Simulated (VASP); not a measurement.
# In (P6_3/mmc) in VASP: a series of runs, part 2 of 2

VASP 6.6.1.

## 4. Single point, PBE

INCAR

```
  PREC = Accurate
  ENCUT = 400
  EDIFF = 1E-6
  ISMEAR = 1
  SIGMA = 0.2
  LREAL = False
  LASPH = True
  NELM = 100
  ALGO = Normal
  ISIF = 2
  LWAVE = False
  LCHARG = False
  GGA = PE
  NBANDS = 20
  ADDGRID = False
```

KPOINTS

```
regular mesh
0
Gamma
  5 5 3
```

POSCAR

```
In
1.0
    3.3354847820      0.0000000000      0.0000000000
   -1.6677423910      2.8886145552      0.0000000000
    0.0000000000      0.0000000000      5.5091429200
In
2
Direct
    0.6666666667      0.3333333333      0.7500000000
    0.3333333333      0.6666666667      0.2500000000
```

Potentials or basis: VASP PAW PBE potentials, release 64 (In_d).

Started as:

```sh
$ cat potpaw_PBE.64/In_d/POTCAR > POTCAR
$ mpirun -np 1 vasp_std > vasp.out
```

OUTCAR:

```text
PREC = Accurate
   ENCUT = 400
   EDIFF = 1E-6
   ISMEAR = 1
   LREAL = False
   LASPH = True
   NELM = 100
   ISIF = 2
   GGA = PE

 Found     10 irreducible k-points:

 Following reciprocal coordinates:
            Coordinates               Weight
  0.000000  0.000000  0.000000      1.000000
  0.200000  0.000000  0.000000      6.000000
  0.400000  0.000000  0.000000      6.000000
  0.200000  0.200000  0.000000      6.000000
  0.400000  0.200000  0.000000      6.000000
[... 217 lines left out ...]

  FORCE on cell =-STRESS in cart. coord.  units (eV):
  Direction    XX          YY          ZZ          XY          YZ          ZX
  --------------------------------------------------------------------------------------
  -------------------------------------------------------------------------------------
  Total        0.3186862      0.3186862      0.5138222      0.0000000      0.0000000      0.0000000
  in kB        9.6192500      9.6192500     15.5092508      0.0000000      0.0000000      0.0000000
  external PRESSURE =      11.5825836 kB  Pullay stress =       0.0000000 kB

 VOLUME and BASIS-vectors are now :
 -----------------------------------------------------------------------------
  energy-cutoff  :      400.00
  volume of cell :       53.08
      direct lattice vectors                 reciprocal lattice vectors
     3.335484782  0.000000000  0.000000000     0.299806495  0.173093360  0.000000000
    -1.667742391  2.888614555  0.000000000     0.000000000  0.346186721  0.000000000
     0.000000000  0.000000000  5.509142920     0.000000000  0.000000000  0.181516438

 POSITION                                       TOTAL-FORCE (eV/Angst)
 -----------------------------------------------------------------------------------
      1.66774      0.96287      4.13186         0.000000     -0.000000      0.000000
     -0.00000      1.92574      1.37729        -0.000000      0.000000      0.000000
 -----------------------------------------------------------------------------------
    total drift:                                0.000000     -0.000000      0.000000

  FREE ENERGIE OF THE ION-ELECTRON SYSTEM (eV)
  ---------------------------------------------------
  free  energy   TOTEN  =        -5.1290405363 eV

  energy  without entropy=       -5.1247456990  energy(sigma->0) =       -5.12760892
```

It took 3.6 s on 1 thread of Intel Xeon 6975P-C (Granite Rapids), shared host; peak memory 0.15 GiB.

These settings aren't checked as converged: the numbers below hold their error.

What came out:

| Quantity | Value |
| --- | --- |
| Free energy | -5.1290 eV |
| Pressure | 1.2 GPa |
| Band gap on the k mesh | none (metal or under the smearing width) |

Caveat: the k mesh is coarse (spacing up to 0.44 Å⁻¹), so the values aren't converged.

## 5. Single point, PBE

Edit INCAR of step 4 so:

```diff
@@ -1,3 +1,3 @@
   PREC = Accurate
-  ENCUT = 400
+  ENCUT = 200
   EDIFF = 1E-6
```

KPOINTS

```
regular mesh
0
Gamma
  8 8 4
```

POSCAR is that of step 4.

Potentials or basis: VASP PAW PBE potentials, release 64 (In_d).

Started as:

```sh
$ cat potpaw_PBE.64/In_d/POTCAR > POTCAR
$ mpirun -np 1 vasp_std > vasp.out
```

OUTCAR:

```text
PREC = Accurate
   ENCUT = 200
   EDIFF = 1E-6
   ISMEAR = 1
   LREAL = False
   LASPH = True
   NELM = 100
   ISIF = 2
   GGA = PE

 Found     30 irreducible k-points:

 Following reciprocal coordinates:
            Coordinates               Weight
  0.000000  0.000000  0.000000      1.000000
  0.125000  0.000000  0.000000      6.000000
  0.250000  0.000000  0.000000      6.000000
  0.375000  0.000000  0.000000      6.000000
  0.500000  0.000000  0.000000      3.000000
  0.125000  0.125000  0.000000      6.000000
   k-points           NKPTS =     30   k-points in BZ     NKDIM =     30   number of bands    NBANDS=     20
   number of dos      NEDOS =    301   number of ions     NIONS =      2
   total plane-waves  NPLWV =   7168
   dimension x,y,z NGX =    16 NGY =   16 NGZ =   28
   dimension x,y,z NGXF=    32 NGYF=   32 NGZF=   56
   ions per type =               2
   NGX,Y,Z   is equivalent  to a cutoff of   7.97,  7.97,  8.45 a.u.
   NGXF,Y,Z  is equivalent  to a cutoff of  15.95, 15.95, 16.90 a.u.
 SYSTEM =  unknown system
   PREC   = accura    normal or accurate (medium, high low for compatibility)
   ISTART =      0    job   : 0-new  1-cont  2-samecut
   ICHARG =      2    charge: 1-file 2-atom 10-const
   ISPIN  =      1    spin polarized calculation?
   LNONCOLLINEAR =      F non collinear calculations
   LSORBIT =      F    spin-orbit coupling
[... 53 lines left out ...]
 E-fermi :   7.4405     XC(G=0): -10.1797

 val. band max:        7.2295818077   @ k =   0.2500   0.2500   0.0000
 cond. band min:       7.4599279065   @ k =   0.2500   0.2500   0.5000
 fundamental gap:      0.2303460988
 Fermi energy:         7.4404753529

 k-point     1 :       0.0000    0.0000    0.0000
  band No.  band energies     occupation
      1      -7.4168      2.00000
      2      -7.3642      2.00000
      3      -7.2857      2.00000
      4      -7.2857      2.00000
      5      -7.2799      2.00000
      6      -7.2799      2.00000
[... 127 lines left out ...]
     19      17.7735      0.00000
     20      18.1858      0.00000

 [... further k-points ...]

------------------------ aborting loop because EDIFF is reached ----------------------------------------

  FORCE on cell =-STRESS in cart. coord.  units (eV):
  Direction    XX          YY          ZZ          XY          YZ          ZX
  --------------------------------------------------------------------------------------
  -------------------------------------------------------------------------------------
  Total       -6.5057948     -6.5057948     -6.0054744      0.0000000     -0.0000000      0.0000000
  in kB     -196.3714505   -196.3714505   -181.2697376      0.0000000     -0.0000000      0.0000000
  external PRESSURE =    -191.3375462 kB  Pullay stress =       0.0000000 kB

 VOLUME and BASIS-vectors are now :
 -----------------------------------------------------------------------------
  energy-cutoff  :      200.00
  volume of cell :       53.08
      direct lattice vectors                 reciprocal lattice vectors
     3.335484782  0.000000000  0.000000000     0.299806495  0.173093360  0.000000000
    -1.667742391  2.888614555  0.000000000     0.000000000  0.346186721  0.000000000
     0.000000000  0.000000000  5.509142920     0.000000000  0.000000000  0.181516438

 POSITION                                       TOTAL-FORCE (eV/Angst)
 -----------------------------------------------------------------------------------
      1.66774      0.96287      4.13186         0.000000     -0.000000      0.000000
     -0.00000      1.92574      1.37729        -0.000000      0.000000      0.000000
 -----------------------------------------------------------------------------------
    total drift:                                0.000000     -0.000000      0.000000

  FREE ENERGIE OF THE ION-ELECTRON SYSTEM (eV)
  ---------------------------------------------------
  free  energy   TOTEN  =        -4.8008203916 eV

  energy  without entropy=       -4.7983267404  energy(sigma->0) =       -4.79998917
```

stdout:

```text
POSCAR found type information on POSCAR In
 POSCAR found :  1 types and       2 ions
 scaLAPACK will be used
 LDA part: xc-table for (Slater+PW92), standard interpolation
 POSCAR, INCAR and KPOINTS ok, starting setup
 FFT: planning ... GRIDC
 FFT: planning ... GRID_SOFT
 FFT: planning ... GRID
 WAVECAR not read
 entering main loop
```

Run time: 3.4 s. Hardware: 1 thread of Intel Xeon 6975P-C (Granite Rapids), shared host; peak memory 0.12 GiB.

The run converged, but a check on its numbers failed (symmetry, net force, bounds or a known fault of this set-up), so they aren't taken as properties of the crystal.

Caveat: the cutoff lies under the usual one of these potentials, so the numbers hold a large basis-set error.

## 6. Single point, PBE

Edit INCAR of step 5 so:

```diff
@@ -1,3 +1,3 @@
   PREC = Accurate
-  ENCUT = 200
+  ENCUT = 500
   EDIFF = 1E-6
```

KPOINTS

```
regular mesh
0
Gamma
  5 5 3
```

POSCAR is that of step 5.

Potentials or basis: VASP PAW PBE potentials, release 64 (In_d).

Started as:

```sh
$ cat potpaw_PBE.64/In_d/POTCAR > POTCAR
$ mpirun -np 1 vasp_std > vasp.out
```

It took 4.1 s on 1 thread of Intel Xeon 6975P-C (Granite Rapids), shared host; peak memory 0.15 GiB.

The run converged, but some of its settings lie outside the range that counts as converged, so its numbers aren't taken as properties of the crystal.

What came out:

```
Free energy            : -5.1290 eV
Pressure               : 1.2 GPa
Band gap on the k mesh : none (metal or under the smearing width)
```

Caveat: the k mesh is coarse (spacing up to 0.44 Å⁻¹), so the values aren't converged.
